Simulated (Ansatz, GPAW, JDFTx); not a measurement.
## CoO: programs and potentials compared

```
Co O
1.0
     0.00000    2.13150    2.13150
     2.13150    0.00000    2.13150
     2.13150    2.13150    0.00000
Co O
1 1
Direct
  0.00000 0.00000 0.00000
  0.50000 0.50000 0.50000
```

Alike in all runs: task single point; functional PBE; k mesh 11 × 11 × 11; occupations fermi-dirac, width 0.05 eV; collinear spin, ferromagnetic start; no spin-orbit coupling. The measured crystal is an antiferromagnetic insulator; the state found here is the runs' own. Pressure is positive in compression and, in plane waves, holds the error of the finite cutoff, which Ansatz's Pulay term estimates and takes out.

| program and potentials | plane-wave cutoff (eV) | notes | pressure (GPa) | net moment per atom (μB) |
| --- | --- | --- | --- | --- |
| Ansatz, Ansatz PAW | 600 | 11.5 valence electrons an atom on average; Pulay term of +0.04 GPa included | -1.88 | 1.47 |
| JDFTx, PseudoDojo-SR-PBE-0.5-standard | 1306 | 11.5 valence electrons an atom on average | -1.98 | 1.49 |
| GPAW, GPAW PAW data sets (gpaw-data 1.2.1) | 800 | 7.5 valence electrons an atom on average | -1.34 | 1.46 |

The pressure spans -1.98 (JDFTx, PseudoDojo-SR-PBE-0.5-standard) to -1.34 GPa (GPAW, GPAW PAW data sets (gpaw-data 1.2.1)). The net moment per atom spans 1.46 (GPAW, GPAW PAW data sets (gpaw-data 1.2.1)) to 1.49 μB (JDFTx, PseudoDojo-SR-PBE-0.5-standard). The state is the one that the start led to, which needn't be the lowest.

Differences between rows come from potentials, basis sets and numerical settings, since the functional is the same but for its coding. Runs on potential files found faulty are left out.

All three runs describe essentially the same magnetic state. Counted per formula unit, the net moment lies close to the spin-only value of high-spin Co(II), where exchange splitting outweighs the octahedral crystal field and leaves the minority-spin t2g shell partly filled. It falls slightly short of an integer, which suggests fractional occupation in both spin channels and hence a metal rather than the known insulator. The likely cause is that PBE treats on-site correlation among the Co 3d electrons too weakly to split that t2g shell in a cubic, ferromagnetic cell.

The negative pressures mean that this state would contract from the given volume, in every row. GPAW's weaker tension, -1.34 GPa, may reflect its smaller valence space, with Co semicore states left in the frozen core, though other details of the data sets could contribute as much. The close agreement in moment supports the numerical consistency of the PBE solution, not its fitness for the electronic structure of CoO.
